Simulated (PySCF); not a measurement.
Computed NMR parameters against published values

Numbering as in the mapped SMILES `[CH:1]#[C:2][c:3]1[cH:4][cH:5][cH:6][cH:7][cH:8]1` (H(Xn): hydrogen on atom n).

Published estimates (parent shift plus substituent increments) and measurements: δ $^{13}$C C4/C8 132.1; C6 128.2; C5/C7 128.1; δ $^{1}$H H(C4)/H(C8) 7.50; H(C5)/H(C7) 7.33; H(C6) 7.33 ppm (estimated from measurements, as parent shift plus tabulated substituent increment; solution, not stated per compound (mostly CDCl3 or CCl4); Pretsch, Buehlmann, Badertscher, Structure Determination of Organic Compounds, 4th ed. (2009)).
δ $^{13}$C C2 84.6; C1 78.3 ppm (measured; solution, not stated per compound (mostly CDCl3 or CCl4); Pretsch, Buehlmann, Badertscher, Structure Determination of Organic Compounds, 4th ed. (2009)).

PySCF calculation with geometry: GFN2-xTB and σ from GIAO-PBE0/pcSseg-1; no solvent, a single conformation, equivalent nuclei averaged, no relativistic terms.

Task: How close does the calculation come?

Result: 
Reference values: estimated from measurements, as parent shift plus tabulated substituent increment (solution, not stated per compound (mostly CDCl3 or CCl4); Pretsch, Buehlmann, Badertscher, Structure Determination of Organic Compounds, 4th ed. (2009)).
```tsv
atoms	quantity	reference	computed	computed, scaled
C4/C8	δ $^{13}$C	132.1	139.6	133.9
C6	δ $^{13}$C	128.2	134.0	128.4
C5/C7	δ $^{13}$C	128.1	133.8	128.2
H(C4)/H(C8)	δ $^{1}$H	7.50	7.90	7.54
H(C5)/H(C7)	δ $^{1}$H	7.33	7.63	7.29
H(C6)	δ $^{1}$H	7.33	7.61	7.27
```

Reference values: measured (solution, not stated per compound (mostly CDCl3 or CCl4); Pretsch, Buehlmann, Badertscher, Structure Determination of Organic Compounds, 4th ed. (2009)).
```csv
atoms,quantity,reference,computed,"computed, scaled"
C2,δ $^{13}$C,84.6,89.2,84.8
C1,δ $^{13}$C,78.3,87.4,83.0
```

Computed shifts are σ(ref) − σ with the named reference compound (TMS for H and C) calculated as an isolated molecule at the same level. The measured values may be among those fitted. Empirical linear scaling, fitted to shifts measured mostly in CDCl3 for H and C (δ vs TMS): $^{13}$C (scatter 2.1 ppm rms, 2.3 ppm with the 13 outliers that the fit left out); $^{1}$H (scatter 0.17 ppm rms, 0.18 ppm with the 4 outliers that the fit left out). Occasional misses reach two or three times the rms, and more in compound classes unlike the fitted ones.

Task: How far are the unscaled $^{13}$C shifts from the references?

Result: Mean signed difference +6.54 ppm, mean absolute 6.54 ppm over 5 comparisons; the largest is +9.1 ppm at C1 (terminal alkyne carbon).

Task: How far are the unscaled $^{1}$H shifts from the references?

Result: Mean signed difference +0.33 ppm, mean absolute 0.33 ppm over 3 comparisons; the largest is +0.40 ppm at H(C4)/H(C8) (hydrogen on an aromatic CH).
